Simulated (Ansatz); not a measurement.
A relaxed 1×1 slab of 4 planes, cut along (100) from a fcc crystal of one element, has a cell area of 11.48 Å² and a bulk spacing of 2.396 Å between its first planes. All-electron LAPW in Ansatz 0.2.0 (PBE, scalar-relativistic, no spin polarisation) gives γ = 0.24 J/m², Φ = 4.15 eV and a change of the outer spacing of -18.0 %. The fcc structure needn't be the element's own.

Q: Which element is it?

A: Sb. Neighbours weren't tried against these numbers.
